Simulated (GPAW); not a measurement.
Consider CdSe (zinc-blende (ZnSe)1-x(CdSe)x, x = 1, F-43m).

```xyz
16
Lattice="0.0000 6.0500 6.0500 6.0500 0.0000 6.0500 6.0500 6.0500 0.0000" Properties=species:S:1:pos:R:3 pbc="T T T"
Cd    0.0000    0.0000    0.0000
Se    1.5125    1.5125    1.5125
Cd    3.0250    3.0250    0.0000
Se    4.5375    4.5375    1.5125
Cd    3.0250    0.0000    3.0250
Se    4.5375    1.5125    4.5375
Cd    6.0500    3.0250    3.0250
Se    7.5625    4.5375    4.5375
Cd    0.0000    3.0250    3.0250
Se    1.5125    4.5375    4.5375
Cd    3.0250    6.0500    3.0250
Se    4.5375    7.5625    4.5375
Cd    3.0250    3.0250    6.0500
Se    4.5375    4.5375    7.5625
Cd    6.0500    6.0500    6.0500
Se    7.5625    7.5625    7.5625
```

Absorber: atom 2, with 4 Cd at 2.62 Å (tetrahedral). Method: GPAW, LDA, excited-electron core hole (neutral cell), 16-atom cell with 8.6 Å between holes, 4×4×4 k points, dipole transitions, Gaussian full width 2.33 eV up to 4 eV, rising linearly to 3.5 eV at 25 eV.

Q: Predict the near-edge structure at the Se K edge.

Main maxima up to 29 eV above the zero (height): 6.4 eV (1.58), 14.8 eV (1.14) and 23.8 eV (1.05). A K edge sees empty p states on the absorber. 

The Se K spectrum (energy from the bottom of the conduction band, which holds the excited electron; intensity scaled to a mean of 1 over the first 20 eV):

```tsv
E (eV)	intensity
-2.0	0.00
-1.4	0.00
-0.8	0.01
-0.2	0.05
0.4	0.15
1.0	0.35
1.6	0.65
2.2	1.00
2.8	1.30
3.4	1.47
4.0	1.52
4.6	1.50
5.2	1.51
5.8	1.56
6.4	1.58
7.0	1.52
7.6	1.37
8.2	1.19
8.8	1.01
9.4	0.81
10.0	0.63
10.6	0.52
11.2	0.50
11.8	0.58
12.4	0.72
13.0	0.89
13.6	1.03
14.2	1.11
14.8	1.14
15.4	1.11
16.0	1.06
16.6	0.99
17.2	0.91
17.8	0.85
18.4	0.81
19.0	0.81
19.6	0.84
20.2	0.89
20.8	0.92
21.4	0.95
22.0	0.98
22.6	1.01
23.2	1.04
23.8	1.05
24.4	1.04
25.0	1.01
25.6	0.97
26.2	0.95
26.8	0.95
27.4	0.97
28.0	1.02
28.6	1.07
29.2	1.11
29.8	1.14
```

The script folds with a Gaussian, whereas the core hole's own line is a Lorentzian, so the onset is too steep and the first peak too high.

[Banner, clock and machine lines of the logs are left out without a mark of their own.]

[Logs are printed without paths, hosts, clocks, repeated set-up lines and the standing remarks that a program may print on its own settings, such as how far it seeks lower states.]

[Hosts, paths, dates, database ids (printed as entryN), source tags and the programs' standing remarks are cut or masked in the printed files.]

[Lists of maxima count a maximum above −3 eV only where it reaches 4 % of the highest in the window and stands out from its surroundings by 2 % of it (1.5 % where it reaches 55 %); shoulders and weaker maxima are passed over, and of the rest the first, up to two pre-edge ones and the few strongest are named.]
